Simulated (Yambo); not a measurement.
# BN (P6_3mc) in Yambo: further runs, part 2 of 2

Yambo 5.3.0. The steps go on from the part before.

### Step 3. G0W0 quasiparticle levels, PBE

g0w05.in

```
gw0
dyson
el_el_corr
rim_cut
HF_and_locXC
ppa
em1d
RandQpts= 1000000
RandGvec= 50 RL
EXXRLvcs= 84 Ry
VXCRLvcs= 84 Ry
Chimod= "HARTREE"
% BndsRnXp
 1 | 208 |
%
NGsBlkXp= 15 Ry
% LongDrXp
 1 | 1 | 1 |
%
PPAPntXp= 27.21138 eV
% GbndRnge
 1 | 208 |
%
GTermKind= "BG"
DysSolver= "n"
ExtendOut
% QPkrange
 1 | 1 | 6 | 9 |
 4 | 4 | 6 | 9 |
 19 | 19 | 6 | 9 |
%
```

scf.in

```
&CONTROL
  calculation = 'scf'
  prefix = 'pwscf'
  outdir = './tmp'
  pseudo_dir = './pseudo'
/
&SYSTEM
  ibrav = 0
  A = 2.5539396
  nat = 4
  ntyp = 2
  ecutwfc = 84
  nbnd = 14
  occupations = 'smearing'
  smearing = 'fd'
  degauss = 0.00367493
  force_symmorphic = .true.
/
&ELECTRONS
  conv_thr = 8d-10
  electron_maxstep = 120
  mixing_beta = 0.5
/
ATOMIC_SPECIES
N     14.0070 N.upf
B     10.8100 B.upf
CELL_PARAMETERS alat
   1.0000000007    0.0000000000    0.0000000000
  -0.5000000004    0.8660254044    0.0000000000
   0.0000000000    0.0000000000    1.6550332670
ATOMIC_POSITIONS alat
N     -0.0000000001    0.5773502696    0.2073359476
N      0.5000000004    0.2886751348    1.0348525811
B     -0.0000000001    0.5773502696    0.8270598443
B      0.5000000004    0.2886751348    1.6545764779
K_POINTS automatic
12 12 6 0 0 0
```

nscf.in

```
&CONTROL
  calculation = 'nscf'
  prefix = 'pwscf'
  outdir = './tmp'
  pseudo_dir = './pseudo'
/
&SYSTEM
  ibrav = 0
  A = 2.5539396
  nat = 4
  ntyp = 2
  ecutwfc = 84
  nbnd = 208
  occupations = 'fixed'
  force_symmorphic = .true.
/
&ELECTRONS
  conv_thr = 1d-08
  diago_full_acc = .true.
  diago_thr_init = 1d-06
/
ATOMIC_SPECIES
N     14.0070 N.upf
B     10.8100 B.upf
CELL_PARAMETERS alat
   1.0000000007    0.0000000000    0.0000000000
  -0.5000000004    0.8660254044    0.0000000000
   0.0000000000    0.0000000000    1.6550332670
ATOMIC_POSITIONS alat
N     -0.0000000001    0.5773502696    0.2073359476
N      0.5000000004    0.2886751348    1.0348525811
B     -0.0000000001    0.5773502696    0.8270598443
B      0.5000000004    0.2886751348    1.6545764779
K_POINTS automatic
6 6 4 0 0 0
```

Potentials or basis: PseudoDojo 0.4.1 SR PBE standard.

Launch:

```
$ OMP_NUM_THREADS=1 pw.x -in scf.in > scf.out
$ OMP_NUM_THREADS=1 pw.x -in nscf.in > nscf.out
$ cd tmp/pwscf.save; p2y; mv SAVE ../..; cd ../..
$ OMP_NUM_THREADS=1 yambo
$ mkdir -p g0w05; ln -s $PWD/g0w00/ndb.pp* g0w05/
$ mkdir -p g0w05; ln -s $PWD/g0w00/ndb.RIM g0w05/
$ OMP_NUM_THREADS=1 yambo -F g0w05.in -J g0w05 -C g0w05_out
```

Yambo's report:

```text
[... sections 02.01 to 02.04 as in the set-up run ...]

  [02.05] Energies & Occupations
  ==============================

  [X] === General ===
  [X] Electronic Temperature                        :  0.000000  0.000000 [eV K]
  [X] Bosonic    Temperature                        :  0.000000  0.000000 [eV K]
  [X] Finite Temperature mode                       : no
  [X] El. density                                   :  0.67012E+24 [cm-3]
  [X] Fermi Level                                   :  11.14378 [eV]

  [X] === Gaps and Widths ===
  [X] Conduction Band Min                           :  5.272070 [eV]
  [X] Valence Band Max                              :  0.000000 [eV]
  [X] Filled Bands                                  :   8
  [X] Empty Bands                                   :    9  208
  [X] Direct Gap                                    :  8.315589 [eV]
  [X] Direct Gap localized at k                     :   4
  [X] Indirect Gap                                  :  5.272070 [eV]
  [X] Indirect Gap between kpts                     :   1  19
  [X] Last valence band width                       :  5.366642 [eV]
  [X] 1st conduction band width                     :  4.196037 [eV]

 [03] Transferred momenta grid and indexing
 ==========================================

 IBZ Q-points                                      :  24
[... 276 lines left out ...]

  [WR./g0w05//ndb.QP]-------------------------------------------------------------
   Lattice constants                                :  4.826246  4.179652  7.987598
   Coulomb cutoff potential                         : none
   Electronic Temperature                           :  0.000000 [K]
   Bosonic    Temperature                           :  0.000000 [K]
   Green`s function   energies                      : Perdew, Burke & Ernzerhof(X)+Perdew, Burke & Ernzerhof(C)
   wavefunctions                                    : Perdew, Burke & Ernzerhof(X)+Perdew, Burke & Ernzerhof(C)
   PPA    diel. fun.  energies                      : Perdew, Burke & Ernzerhof(X)+Perdew, Burke & Ernzerhof(C)
   wavefunctions                                    : Perdew, Burke & Ernzerhof(X)+Perdew, Burke & Ernzerhof(C)
   QP tot states                                    :  12
   GW solver                                        : Newton
   GW approximation                                 : PPA
   PPA imaginary Energy                             :  27.21138 ev
   RIM G`s                                          :   55
   RIM random pts                                   :  1000000
   dS/dw steps                                      :  2
   dS/dw step                                       :  0.100000 ev
   X G`s                                            :  149 used
   X G`s                                            :  149 disk
   X bands                                          :    1  208
   X poles                                          :  100.0000 o/o
   X e/h E range                                    : -1.000000 -1.000000 ev
   X Hxc Kernel                                     : HARTREE
   X BZ energy Double Grid                          : no
   X Optical Averaged directions                    : none
   Sc/G bands                                       :    1  208
   Sc/G damping                                     :  0.100000 ev
   Sc bands terminator                              : yes
   Sc terminator kind                               : BG
   Sc Terminator pole                               :  40.81708
   Sx RL components                                 :  2105

   QP @ state[ 1 ] K range                          :  1  1
   QP @ state[ 1 ] b range                          :   6   9
   QP @ state[ 2 ] K range                          :   4   4
   QP @ state[ 2 ] b range                          :   6   9
   QP @ state[ 3 ] K range                          :  19  19
   QP @ state[ 3 ] b range                          :   6   9
   GF energies kind                                 : Perdew, Burke & Ernzerhof(X)+Perdew, Burke & Ernzerhof(C)
   GF WF`s kind                                     : Perdew, Burke & Ernzerhof(X)+Perdew, Burke & Ernzerhof(C)
   Xs energies kind                                 : Perdew, Burke & Ernzerhof(X)+Perdew, Burke & Ernzerhof(C)
   Xs WF`s kind                                     : Perdew, Burke & Ernzerhof(X)+Perdew, Burke & Ernzerhof(C)
```

What came out:

| Property | Result |
| --- | --- |
| Band gap on the k mesh, mean-field level | 5.27 eV, indirect (least direct gap 8.32 eV) |
| Quasiparticle gap | 6.80 eV |
| Least direct quasiparticle gap | 10.13 eV |
| Quasiparticle gap at Γ | 10.35 eV |
| Band gap of the same states before the correction | 5.27 eV |

Quasiparticle terms (eV):
| k point | band | Kohn-Sham level | Vxc | Σx | Σc | Z | result |
| --- | --- | --- | --- | --- | --- | --- | --- |
| (0.000, 0.000, 0.000) | 6 | -0.27 | -18.37 | -21.85 | 2.36 | 0.83 | -1.19 |
| (0.000, 0.000, 0.000) | 7 | 0.00 | -18.60 | -22.13 | 2.42 | 0.83 | -0.91 |
| (0.000, 0.000, 0.000) | 8 | 0.00 | -18.60 | -22.13 | 2.43 | 0.83 | -0.91 |
| (0.000, 0.000, 0.000) | 9 | 8.39 | -13.48 | -6.97 | -5.26 | 0.84 | 9.44 |
| (0.000, 0.167, 0.000) | 6 | -1.98 | -17.80 | -22.06 | 2.84 | 0.82 | -3.15 |
| (0.000, 0.167, 0.000) | 7 | -0.86 | -18.01 | -21.65 | 2.45 | 0.83 | -1.85 |
| (0.000, 0.167, 0.000) | 8 | -0.59 | -18.26 | -21.96 | 2.53 | 0.83 | -1.56 |
| (0.000, 0.167, 0.000) | 9 | 7.73 | -13.30 | -7.20 | -5.10 | 0.84 | 8.57 |
| (0.333, 0.333, 0.000) | 6 | -5.38 | -16.05 | -21.25 | 3.46 | 0.82 | -6.80 |
| (0.333, 0.333, 0.000) | 7 | -5.37 | -16.11 | -21.35 | 3.47 | 0.81 | -6.82 |
| (0.333, 0.333, 0.000) | 8 | -5.37 | -16.11 | -21.35 | 3.47 | 0.81 | -6.82 |
| (0.333, 0.333, 0.000) | 9 | 5.27 | -11.81 | -6.61 | -4.49 | 0.86 | 5.89 |

Caveat: the k mesh is coarse (spacing up to 0.47 Å⁻¹), so the values aren't converged; this version prints the column dSc/dw multiplied by 27.2; the terminator is approximate in this version, by hundredths of an eV.
